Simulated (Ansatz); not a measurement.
**Ansatz 0.2.0, relaxation: SrSi2Hg2**

The command:

```bash
ansatz run input.yaml --threads 2 --pin off --max-ram 3584MiB --backend cpu --events-out ev --progress --plain --runs-dir out
```

input.yaml:

```yaml
crystal:
  lattice:
    - [0.0, 4.566185, 0.0]
    - [4.566185, 0.0, 0.0]
    - [2.283093, 2.283093, -5.435935]
  atoms:
    - { symbol: Hg, position: [0.75, 0.25, 0.5] }
    - { symbol: Hg, position: [0.25, 0.75, 0.5] }
    - { symbol: Si, position: [0.379, 0.379, 0.242] }
    - { symbol: Si, position: [0.621, 0.621, 0.758] }
    - { symbol: Sr, position: [0.0, 0.0, 0.0] }
  symmetry: { tolerance: 0.0003 }
kpoints:
  mp_grid: { grid: [7, 7, 7], shift: [0, 0, 0] }
magnetization:
  spin_polarized: false
scf:
  occupations: { method: fermi_dirac }
  lower_state_search: "off"
hamiltonian:
  pseudopotentials: { kind: paw }
  xc: pbe
basis:
  ecutwfc: 420
  fft_grid_basis: typed
relax:
  max_steps: 40
  cell: { p_target: 0.0 }
output:
  forces: true
  stress: true
  eigenvalues: true
  bader: true
  populations: true
  elf: true
  write_potential: true
  volumetric_format: npy
  dos:
    e_range: [-12, 8]
    de: 0.05
    projected: { site_lists: { Hg: [Hg], Si: [Si], Sr: [Sr] } }
  write_density: true
checkpoint:
  read: saved_state
```

Origin of the cell: a known structure type with other elements, at an estimated volume, so it need not be a known compound.

The smearing width isn't typed, so it takes its default of 0.1 eV.

The saved state is a converged single point of the same cell.

Steps («new basis» is an SCF on plane waves selected anew at the same cell):

| step | ΔF (meV/atom) | max force component (eV/Å) | P (GPa) | volume (Å³) | SCF iterations | step was |
| --- | --- | --- | --- | --- | --- | --- |
| 1 | 0.0 | 1.526 | 2.49 | 113.34 | 6 | accepted |
| 2 | -64.2 | 0.101 | -0.62 | 118.59 | 7 | accepted |
| 3 | -65.3 | 0.046 | -0.14 | 117.45 | 5 | accepted |
| 4 | -65.5 | 0.023 | -0.01 | 117.15 | 5 | accepted |
| 5 | -65.5 | 0.011 | 0.03 | 117.10 | 5 | accepted |
| 6 | -65.5 | 0.002 | 0.00 | 117.15 | 5 | accepted |
| 7 | -65.7 | 0.002 | 0.00 | 117.15 | 6 | new basis |

The starting structure.

Space group I4/mmm (No. 139); the run's cell has a = 4.566 Å, b = 4.566 Å, c = 6.323 Å, α = 68.83°, β = 68.83°, γ = 90.00°. Shortest distances: Si–Si 2.63 Å, Hg–Si 2.68 Å, Hg–Hg 3.23 Å, Si–Sr 3.49 Å, Hg–Sr 3.55 Å.

After:

Space group I4/mmm (No. 139); the run's cell has a = 4.739 Å, b = 4.739 Å, c = 6.200 Å, α = 67.53°, β = 67.53°, γ = 90.00°. Shortest distances: Si–Si 2.34 Å, Hg–Si 2.77 Å, Hg–Hg 3.35 Å, Hg–Sr 3.52 Å, Si–Sr 3.55 Å.

```yaml
crystal:
  lattice:
    - [0.00000, 4.73930, 0.00000]
    - [4.73930, 0.00000, 0.00000]
    - [2.36965, 2.36965, -5.21594]
  atoms:
    - { symbol: Hg, position: [0.75000, 0.25000, 0.50000] }
    - { symbol: Hg, position: [0.25000, 0.75000, 0.50000] }
    - { symbol: Si, position: [0.38784, 0.38784, 0.22432] }
    - { symbol: Si, position: [0.61216, 0.61216, 0.77568] }
    - { symbol: Sr, position: [0.00000, 0.00000, 0.00000] }
```

- Free energy lowered by: 65.7 meV/atom
- Volume change: 3.37 %
- Final pressure: 0.00 GPa
- Relaxation steps listed: 7
- Formation energy (elements under the same functional, gases as molecules, uncorrected): -0.169 eV/atom

Caveats: no spin-orbit coupling, though heavy elements are present; the relaxation held the start's symmetry, so the end may be a saddle point.

Time: 60 s on 2 threads of Arm Neoverse V1, on a shared host, peak memory 0.47 GiB, from a saved density.
